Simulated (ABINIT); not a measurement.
A calculation with ABINIT 10.8.3 (patched build) of ZrS2 (ASE script, structure from a P1 CIF):

The input run.py:

```python
import json, os
import numpy as np
from ase.units import GPa
from ase.calculators.abinit import Abinit, AbinitProfile
from ase.io import read

atoms = read('ZrS2.cif')

profile = AbinitProfile(command='abinit', pp_paths=[os.path.abspath('pseudos')])
params = dict(
    pps='pawxml', xc='PBE',
    ecut=544.2277,
    pawecutdg=1088.4554,
    kptopt=1,
    ngkpt=[8, 8, 5],
    nshiftk=1,
    shiftk=[0.0, 0.0, 0.0],
    ixc=11,
    nband=16,
    occopt=3,
    tsmear=0.05,
    nstep=100,
    tolvrs=1e-09,
    prtwf=0,
    prtden=0,
)

atoms.calc = Abinit(profile=profile, directory='run', **params)
energy = atoms.get_potential_energy()
forces = atoms.get_forces()
stress = atoms.get_stress()
print(f'energy {energy:.6f} eV')
print('forces (eV/A)')
print(np.round(forces, 5))
print('stress (GPa, Voigt, tension positive)', np.round(stress / GPa, 4))
json.dump(dict(energy=energy, forces=forces.tolist(), stress=stress.tolist(), cell=atoms.cell.tolist(), frac=atoms.get_scaled_positions(wrap=False).tolist()), open('results.json', 'w'))
```

File ZrS2.cif:

```cif
data_ZrS2
_cell_length_a 3.69138255
_cell_length_b 3.69138255
_cell_length_c 6.04107701
_cell_angle_alpha 90.00000000
_cell_angle_beta 90.00000000
_cell_angle_gamma 120.00000000
_space_group_name_H-M_alt 'P1'
_space_group_name_Hall 'P 1'
_space_group_IT_number 1
loop_
_space_group_symop_operation_xyz
'x,y,z'
loop_
_atom_site_label
_atom_site_type_symbol
_atom_site_symmetry_multiplicity
_atom_site_Wyckoff_symbol
_atom_site_fract_x
_atom_site_fract_y
_atom_site_fract_z
_atom_site_occupancy
Zr1 Zr 1 a 0.0000000000 0.0000000000 0.0000000000 1
S1 S 1 a 0.3333333333 0.6666666667 0.2379099700 1
S2 S 1 a 0.6666666667 0.3333333333 0.7620900300 1
```

Potentials or basis: JTH PAW PBE v2.0.

The run is started by

```bash
$ python run.py
```

The cell is a database's computed one.

Question: Write the same calculation in another form: native input, structure from a POSCAR.

Answer: As run:

run.abi

```
# Pseudopotentials
pp_dirpath "./"
pseudos "Zr.GGA_PBE-JTH.xml, S.GGA_PBE-JTH.xml"

# Structure
structure "poscar:POSCAR"
natom 3

# Plane-wave basis
ecut 20.0
pawecutdg 40.0

# k points
kptopt 1
ngkpt 8 8 5
nshiftk 1
shiftk 0.0 0.0 0.0

# Exchange and correlation
ixc 11

# Bands and occupations
nband 16
occopt 3
tsmear 0.05 eV

# SCF cycle
nstep 100
tolvrs 1.0e-9

# Output
iomode 3
prtwf 0
prteig 0
prtebands 0
enunit 1
prtden 1
prtvha 1
prtvclmb 1
prtpot 1
```

Contents of POSCAR:

```
ZrS2
1.0
    3.6913825498      0.0000000000      0.0000000000
   -1.8456912749      3.1968310632      0.0000000000
    0.0000000000      0.0000000000      6.0410770100
Zr S
1 2
Direct
    0.0000000000      0.0000000000      0.0000000000  Zr
    0.3333333333      0.6666666667      0.2379099700  S
    0.6666666667      0.3333333333      0.7620900300  S
```

Potentials or basis: JTH PAW PBE v2.0.

The run is started by

```bash
$ abinit run.abi > log 2>&1
```

Both were run:

|  | ASE script, structure from a P1 CIF | native input, structure from a POSCAR |
| --- | --- | --- |
| Pressure | 0.3 GPa | 0.3 GPa |
| Largest force | 0.032 eV/Å | 0.032 eV/Å |
| Band gap on the k mesh | 1.05 eV, indirect (least direct gap 1.64 eV) | 1.05 eV, indirect (least direct gap 1.64 eV) |
| Valence electrons inside the program's atomic spheres | Zr 8.91; S 3.60 | Zr 8.91; S 3.60 |

Keys that steer only the numerical path or the files written may differ.

Caveat: an odd mesh through Γ misses points on the zone boundary, where band edges often lie; this functional lacks dispersion, which binds the layers, so the pressure and a relaxed spacing across them are unreliable.
